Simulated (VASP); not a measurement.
# Bi (Im-3m) in VASP: settings compared

The runs below take Bi through single point, with B3LYP5, PBE, revPBE.

Program: VASP 6.6.1. These are calculated values, not measurements. Logs are shortened: lines on timing, memory, paths and dates and some standing lists are left out, and cuts for length are marked.

### 1 The crystal as given

The structure is cubic, space group Im-3m (No. 229). Conventional cell: a = 3.936 Å, b = 3.936 Å, c = 3.936 Å, α = 90.00°, β = 90.00°, γ = 90.00°. Bi (site symmetry m-3m) has 8 Bi at 3.41 Å as nearest neighbours.

This isn't the form of Bi at room conditions, which is rhombohedral.

### 2 Single point, B3LYP5

Contents of POSCAR:

```
Bi
1.0
   -1.9681319396      1.9681319396      1.9681319396
    1.9681319396     -1.9681319396      1.9681319396
    1.9681319396      1.9681319396     -1.9681319396
Bi
1
Direct
    0.0000000000      0.0000000000      0.0000000000
```

Contents of INCAR.step1:

```
PREC = Accurate
ENCUT = 520
EDIFF = 1E-5
ISMEAR = -1
SIGMA = 0.05
LREAL = False
LASPH = True
NELM = 100
ALGO = Normal
ISIF = 2
LWAVE = True
LCHARG = False
NBANDS = 14
GGA = PE
```

Contents of INCAR.step2:

```
PREC = Accurate
ENCUT = 520
EDIFF = 1E-6
ISMEAR = -1
SIGMA = 0.05
LREAL = False
LASPH = True
NELM = 100
ALGO = Normal
ISIF = 2
LWAVE = False
LCHARG = False
GGA = B5
LHFCALC = True
AEXX = 0.2
AGGAX = 0.72
AGGAC = 0.81
ALDAC = 0.19
PRECFOCK = Normal
HFRCUT = -1
NBANDS = 14
ISTART = 1
```

Contents of KPOINTS:

```
Automatic mesh
0
Gamma
  5 5 5
```

Potentials or basis: VASP PAW PBE potentials, release 64 (Bi_d).

On the command line:

```
$ cat potpaw_PBE.64/Bi_d/POTCAR > POTCAR
$ cp INCAR.step1 INCAR
$ mpirun -np 1 vasp_std > vasp.out
$ cp INCAR.step2 INCAR
$ mpirun -np 1 vasp_std > vasp.out
```

OUTCAR:

```text
PREC = Accurate
   ENCUT = 520
   EDIFF = 1E-6
   ISMEAR = -1
   LREAL = False
   LASPH = True
   NELM = 100
   ISIF = 2
   GGA = B5
   LHFCALC = True
   AEXX = 0.2
   PRECFOCK = Normal
   ISTART = 1

 ion  position               nearest neighbor table
   1  0.000  0.000  0.000-

  LATTYP: Found a body centered cubic cell.
 ALAT       =     3.9362638792

  Lattice vectors:

 A1 = (  -1.9681319396,   1.9681319396,   1.9681319396)
 A2 = (   1.9681319396,  -1.9681319396,   1.9681319396)
 A3 = (   1.9681319396,   1.9681319396,  -1.9681319396)

Analysis of symmetry for initial positions (statically):
=====================================================================
 Subroutine PRICEL returns:
 Original cell was already a primitive cell.

 Routine SETGRP: Setting up the symmetry group for a
 body centered cubic supercell.

 Subroutine GETGRP returns: Found 48 space group operations
 (whereof 48 operations were pure point group operations)
 out of a pool of 48 trial point group operations.

The static configuration has the point symmetry O_h .

Analysis of symmetry for dynamics (positions and initial velocities):
=====================================================================
 Subroutine PRICEL returns:
 Original cell was already a primitive cell.

 Routine SETGRP: Setting up the symmetry group for a
 body centered cubic supercell.

 Subroutine GETGRP returns: Found 48 space group operations
 (whereof 48 operations were pure point group operations)
 out of a pool of 48 trial point group operations.

The dynamic configuration has the point symmetry O_h .

 Subroutine INISYM returns: Found 48 space group operations
 (whereof 48 operations are pure point group operations),
 and found     1 'primitive' translations

----------------------------------------------------------------------------------------

                                     Primitive cell

  volume of cell :      30.4946

  direct lattice vectors                    reciprocal lattice vectors
    -1.968131940  1.968131940  1.968131940     0.000000000  0.254048009  0.254048009
     1.968131940 -1.968131940  1.968131940     0.254048009  0.000000000  0.254048009
     1.968131940  1.968131940 -1.968131940     0.254048009  0.254048009  0.000000000

  length of vectors
     3.408904515  3.408904515  3.408904515     0.359278139  0.359278139  0.359278139

  position of ions in fractional coordinates (direct lattice)
     0.000000000  0.000000000  0.000000000

  ion indices of the primitive-cell ions
   primitive index   ion index
                 1           1

----------------------------------------------------------------------------------------

 KPOINTS: Automatic mesh

Automatic generation of k-mesh.
 Grid dimensions read from file:
 generate k-points for:    5    5    5

 Generating k-lattice:

  Cartesian coordinates                     Fractional coordinates (reciprocal lattice)
     0.000000000  0.050809602  0.050809602     0.200000000  0.000000000  0.000000000
     0.050809602  0.000000000  0.050809602     0.000000000  0.200000000  0.000000000
     0.050809602  0.050809602  0.000000000     0.000000000  0.000000000  0.200000000

  Length of vectors
     0.071855628  0.071855628  0.071855628

  Shift w.r.t. Gamma in fractional coordinates (k-lattice)
     0.000000000  0.000000000  0.000000000

 Subroutine IBZKPT returns following result:
 ===========================================

 Found     10 irreducible k-points:

 Following reciprocal coordinates:
            Coordinates               Weight
  0.000000  0.000000  0.000000      1.000000
  0.200000  0.000000  0.000000     12.000000
  0.400000  0.000000  0.000000     12.000000
  0.200000  0.200000  0.000000     24.000000
  0.400000  0.200000  0.000000     24.000000
  0.200000  0.200000  0.200000      8.000000
 -0.200000  0.200000  0.200000      6.000000
 -0.400000  0.400000  0.200000     24.000000
 -0.400000 -0.400000  0.200000      8.000000
 -0.400000  0.400000  0.400000      6.000000
   k-points           NKPTS =     10   k-points in BZ     NKDIM =    125   number of bands    NBANDS=     14
   number of dos      NEDOS =    301   number of ions     NIONS =      1
   total plane-waves  NPLWV =  21952
   dimension x,y,z NGX =    28 NGY =   28 NGZ =   28
   dimension x,y,z NGXF=    56 NGYF=   56 NGZF=   56
   ions per type =               1
   NGX,Y,Z   is equivalent  to a cutoff of  13.66, 13.66, 13.66 a.u.
   NGXF,Y,Z  is equivalent  to a cutoff of  27.31, 27.31, 27.31 a.u.
 SYSTEM =  unknown system
   PREC   = accura    normal or accurate (medium, high low for compatibility)
   ISTART =      1    job   : 0-new  1-cont  2-samecut
   ICHARG =      0    charge: 1-file 2-atom 10-const
   ISPIN  =      1    spin polarized calculation?
   LNONCOLLINEAR =      F non collinear calculations
   LSORBIT =      F    spin-orbit coupling
   LASPH  =      T    aspherical Exc in radial PAW
   ENCUT  =  520.0 eV  38.22 Ry    6.18 a.u.   6.34  6.34  6.34*2*pi/ulx,y,z
   NELM   =    100;   NELMIN=  2; NELMDL=  0     # of ELM steps
   EDIFF  = 0.1E-05   stopping-criterion for ELM
   LREAL  =      F    real-space projection
   EDIFFG = 0.1E-04   stopping-criterion for IOM
   NSW    =      0    number of steps for IOM
   IBRION =     -1    ionic relax: 0-MD 1-quasi-New 2-CG
   NFREE  =      0    steps in history (QN), initial steepest desc. (CG)
   ISIF   =      2    stress and relaxation
   ISYM   =      3    0-nonsym 1-usesym 2-fastsym
   POTIM  = 0.5000    time-step for ionic-motion
   TEBEG  =    0.0;   TEEND  =   0.0 temperature during run
   PSTRESS=    0.0 pullay stress
   NELECT =      15.0000    total number of electrons
   NUPDOWN=      -1.0000    fix difference up-down
   EMIN   =  10.00;   EMAX   =-10.00  energy-range for DOS
   EFERMI =   0.00;   METHOD = LEGACY
   ISMEAR =    -1;   SIGMA  =   0.05  broadening in eV -4-tet -1-fermi 0-gaus
   EFERMI_NEDOS =   21; number of points for ismear=-14 and -15
   IALGO  =     38    algorithm
   IMIX   =      1    mixing-type and parameters
     AMIX     =   0.40;   BMIX     =  1.00
     AMIX_MAG =   1.60;   BMIX_MAG =  1.00
  volume/ion in A,a.u.               =      30.49       205.79
  Fermi-wavevector in a.u.,A,eV,Ry     =   1.292303  2.442099 22.722372  1.670047
  Thomas-Fermi vector in A             =   2.424019
   LORBIT       =      0    0 simple, 1 ext, 2 COOP (PROOUT), +10 PAW based schemes
   GGA     = B5    functional components
   LHFCALC =     T    Hartree Fock is set to
   PRECFOCK=normal    Normal, Fast or Accurate (Low or Medium for compatibility)
   ENCUT4O =  -1.0   cutoff for four orbital integrals eV
   NKREDX  =     1    reduce k-point grid by
   NKREDY  =     1    reduce k-point grid by
   NKREDZ  =     1    reduce k-point grid by
   AEXX    =    0.2000 exact exchange contribution
   HFSCREEN=    0.0000 screening length (either q_TF or 0.3 A-1)
   HFSCREENC=   0.0000 screening length for correlation (either q_TF or 0.3 A-1)
   ENCUTFOCK=  -1.0 apply spherical cutoff to Coloumb kernel
   IVDW    =     0    specifies the selected vdW correction
   LEPSILON=     F    determine dielectric tensor
   LRPA    =     F    only Hartree local field effects (RPA)
 non-spin polarized calculation
  energy-cutoff  :      520.00
  volume of cell :       30.49
 maximum number of plane-waves:       835
 NGX is ok and might be reduce to    28
  NGX = 20; NGY = 20; NGZ = 20

 number of electron      14.9999994 magnetization

 Free energy of the ion-electron system (eV)
  ---------------------------------------------------
  ext. energy  EPLUGINS =         0.00000000
  ---------------------------------------------------
  free energy    TOTEN  =        -3.81312856 eV

  energy without entropy =       -3.80669920  energy(sigma->0) =       -3.80991388

 E-fermi :   8.6009     XC(G=0):  -8.1306

 val. band max:        8.4933282816   @ k =  -0.4000   0.4000   0.2000
 cond. band min:       9.0757343336   @ k =  -0.2000   0.2000   0.2000
 fundamental gap:      0.5824060520
 Fermi energy:         8.6008870379

 k-point     1 :       0.0000    0.0000    0.0000
  band No.  band energies     occupation
      1     -16.5990      2.00000
      2     -16.5990      2.00000
      3     -16.5990      2.00000
      4     -16.4482      2.00000
      5     -16.4482      2.00000
      6      -6.7813      2.00000
      7      14.4173      0.00000
      8      14.4173      0.00000
      9      14.4173      0.00000
     10      19.2188      0.00000
     11      20.1732      0.00000
     12      20.1732      0.00000
     13      20.1732      0.00000
     14      21.2590      0.00000

 k-point     2 :       0.2000    0.0000    0.0000
  band No.  band energies     occupation
      1     -16.6135      2.00000
      2     -16.5738      2.00000
      3     -16.5162      2.00000
      4     -16.4633      2.00000
      5     -16.4515      2.00000
      6      -5.9021      2.00000
      7       9.5096      0.00000
      8      12.6486      0.00000
      9      13.7882      0.00000
     10      17.2511      0.00000
     11      18.2994      0.00000
     12      19.9946      0.00000
     13      21.5607      0.00000
     14      23.9611      0.00000

 k-point     3 :       0.4000    0.0000    0.0000
  band No.  band energies     occupation
      1     -16.6396      2.00000
      2     -16.5696      2.00000
      3     -16.4623      2.00000
      4     -16.4586      2.00000
      5     -16.3806      2.00000
      6      -3.8559      2.00000
      7       3.5731      2.00000
      8      10.6417      0.00000
      9      12.8189      0.00000
     10      15.6907      0.00000
     11      17.1396      0.00000
     12      21.6258      0.00000
     13      23.0104      0.00000
     14      27.1120      0.00000

 k-point     4 :       0.2000    0.2000    0.0000
  band No.  band energies     occupation
      1     -16.6111      2.00000
      2     -16.5585      2.00000
      3     -16.4745      2.00000
      4     -16.4630      2.00000
      5     -16.4243      2.00000
      6      -4.4456      2.00000
      7       5.6661      2.00000
      8       9.1125      0.00007
      9      12.2133      0.00000
     10      17.6294      0.00000
     11      18.7030      0.00000
     12      21.5576      0.00000
     13      22.6666      0.00000
     14      24.2085      0.00000

 k-point     5 :       0.4000    0.2000    0.0000
  band No.  band energies     occupation
      1     -16.6149      2.00000
      2     -16.5403      2.00000
      3     -16.4740      2.00000
      4     -16.4567      2.00000
      5     -16.3905      2.00000
      6      -2.9089      2.00000
      7       3.2352      2.00000
      8       6.8941      2.00000
      9      11.5465      0.00000
     10      17.3211      0.00000
     11      20.4363      0.00000
     12      21.5527      0.00000
     13      21.7387      0.00000
     14      27.6091      0.00000

 k-point     6 :       0.2000    0.2000    0.2000
  band No.  band energies     occupation
      1     -16.5644      2.00000
      2     -16.5644      2.00000
      3     -16.4598      2.00000
      4     -16.4598      2.00000
      5     -16.4407      2.00000
      6      -3.0147      2.00000
      7       4.2588      2.00000
      8       7.1523      2.00000
      9       7.1523      2.00000
     10      23.0842      0.00000
     11      23.0842      0.00000
     12      23.4394      0.00000
     13      24.6702      0.00000
     14      24.8330      0.00000

 k-point     7 :      -0.2000    0.2000    0.2000
  band No.  band energies     occupation
      1     -16.5378      2.00000
      2     -16.5378      2.00000
      3     -16.5228      2.00000
      4     -16.5024      2.00000
      5     -16.4616      2.00000
      6      -5.1214      2.00000
      7       9.0757      0.00015
      8      10.7372      0.00000
      9      10.7372      0.00000
     10      15.8410      0.00000
     11      20.6399      0.00000
     12      20.6399      0.00000
     13      22.0291      0.00000
     14      22.3887      0.00000

 k-point     8 :      -0.4000    0.4000    0.2000
  band No.  band energies     occupation
      1     -16.5519      2.00000
      2     -16.5514      2.00000
      3     -16.5056      2.00000
      4     -16.4669      2.00000
      5     -16.3883      2.00000
      6      -3.1753      2.00000
      7       4.3675      2.00000
      8       8.4933      1.79156
      9      10.1015      0.00000
     10      15.9706      0.00000
     11      19.5881      0.00000
     12      20.0012      0.00000
     13      20.2262      0.00000
     14      26.2344      0.00000

 k-point     9 :      -0.4000   -0.4000    0.2000
  band No.  band energies     occupation
      1     -16.5510      2.00000
      2     -16.5510      2.00000
      3     -16.5249      2.00000
      4     -16.3991      2.00000
      5     -16.3991      2.00000
      6      -2.0698      2.00000
      7       4.8688      2.00000
      8       4.8688      2.00000
      9      10.6454      0.00000
     10      16.1889      0.00000
     11      16.1889      0.00000
     12      19.2988      0.00000
     13      25.4594      0.00000
     14      26.5023      0.00000

 k-point    10 :      -0.4000    0.4000    0.4000
  band No.  band energies     occupation
      1     -16.5945      2.00000
      2     -16.5800      2.00000
      3     -16.4061      2.00000
      4     -16.4061      2.00000
      5     -16.3991      2.00000
      6      -1.5207      2.00000
      7       5.8622      2.00000
      8       6.5864      2.00000
      9       6.5864      2.00000
     10      13.1876      0.00000
     11      15.0016      0.00000
     12      24.3332      0.00000
     13      25.6165      0.00000
     14      25.6165      0.00000

------------------------ aborting loop because EDIFF is reached ----------------------------------------

  FORCE on cell =-STRESS in cart. coord.  units (eV):
  Direction    XX          YY          ZZ          XY          YZ          ZX
  --------------------------------------------------------------------------------------
  -------------------------------------------------------------------------------------
  Total        0.5845650      0.5845650      0.5845650      0.0000000      0.0000000     -0.0000000
  in kB       30.7128987     30.7128987     30.7128987      0.0000000      0.0000000     -0.0000000
  external PRESSURE =      30.7128987 kB  Pullay stress =       0.0000000 kB

 VOLUME and BASIS-vectors are now :
 -----------------------------------------------------------------------------
  energy-cutoff  :      520.00
  volume of cell :       30.49
      direct lattice vectors                 reciprocal lattice vectors
    -1.968131940  1.968131940  1.968131940     0.000000000  0.254048009  0.254048009
     1.968131940 -1.968131940  1.968131940     0.254048009  0.000000000  0.254048009
     1.968131940  1.968131940 -1.968131940     0.254048009  0.254048009  0.000000000

 POSITION                                       TOTAL-FORCE (eV/Angst)
 -----------------------------------------------------------------------------------
      0.00000      0.00000      0.00000         0.000000     -0.000000      0.000000
 -----------------------------------------------------------------------------------
    total drift:                               -0.000000      0.000000      0.000000

  FREE ENERGIE OF THE ION-ELECTRON SYSTEM (eV)
  ---------------------------------------------------
  free  energy   TOTEN  =        -3.8131285571 eV

  energy  without entropy=       -3.8066991991  energy(sigma->0) =       -3.80991388
```

Run time: 7.7 min. Hardware: 1 thread of Intel Xeon Platinum 8488C (Sapphire Rapids), shared host; peak memory 0.16 GiB.

What came out:

| Property | Result |
| --- | --- |
| Free energy | -3.8131 eV |
| Pressure | 3.1 GPa |
| Band gap on the k mesh | none (metal or under the smearing width) |

Caveat: the k mesh is coarse (spacing up to 0.45 Å⁻¹), so the values aren't converged, least of all with exact exchange; the PAW data sets were made with another functional, which shifts forces and pressure a little; spin-orbit coupling is left out, which moves the levels of the heavy elements.

### 3 Single point, B3LYP5

This run uses another cell than the first one, of 31.74 Å³/atom, 1.041 times its volume.

Contents of POSCAR:

```
Bi
1.0
   -1.9945529707      1.9945529707      1.9945529707
    1.9945529707     -1.9945529707      1.9945529707
    1.9945529707      1.9945529707     -1.9945529707
Bi
1
Direct
    0.0000000000      0.0000000000      0.0000000000
```

Contents of INCAR.step1:

```
  PREC = Accurate
  ENCUT = 520
  EDIFF = 1E-5
  ISMEAR = -1
  SIGMA = 0.05
  LREAL = False
  LASPH = True
  NELM = 100
  ALGO = Normal
  ISIF = 2
  LWAVE = True
  LCHARG = False
  GGA = PE
  NBANDS = 14
```

Contents of INCAR.step2:

```
  PREC = Accurate
  ENCUT = 520
  EDIFF = 1E-6
  ISMEAR = -1
  SIGMA = 0.05
  LREAL = False
  LASPH = True
  NELM = 100
  ALGO = Normal
  ISIF = 2
  LWAVE = False
  LCHARG = False
  GGA = B5
  LHFCALC = True
  AEXX = 0.2
  AGGAX = 0.72
  AGGAC = 0.81
  ALDAC = 0.19
  PRECFOCK = Normal
  HFRCUT = -1
  ISTART = 1
  NBANDS = 14
```

Contents of KPOINTS:

```
regular mesh
0
Gamma
  5 5 5
```

Potentials or basis: VASP PAW PBE potentials, release 64 (Bi_d).

On the command line:

```
$ cat potpaw_PBE.64/Bi_d/POTCAR > POTCAR
$ cp INCAR.step1 INCAR
$ mpirun -np 1 vasp_std > vasp.out
$ cp INCAR.step2 INCAR
$ mpirun -np 1 vasp_std > vasp.out
```

It took 10 min on 1 thread of Intel Xeon Platinum 8488C (Sapphire Rapids), shared host; peak memory 0.16 GiB.

The run converged. Its results:

| Quantity | Value |
| --- | --- |
| Free energy | -3.8300 eV |
| Pressure | 0.7 GPa |
| Band gap on the k mesh | none (metal or under the smearing width) |

Levels at points of the mesh, in eV from the Fermi level:
| k point | band 5 | band 6 | band 7 | band 8 | band 9 | band 10 |
| --- | --- | --- | --- | --- | --- | --- |
| (0.00, 0.00, 0.00) | -25.03 | -15.08 | 5.52 | 5.52 | 5.52 | 10.08 |

Caveat: the k mesh is coarse (spacing up to 0.45 Å⁻¹), so the values aren't converged, least of all with exact exchange; the PAW data sets were made with another functional, which shifts forces and pressure a little; spin-orbit coupling is left out, which moves the levels of the heavy elements.

(Continued in part 2 of 2.)
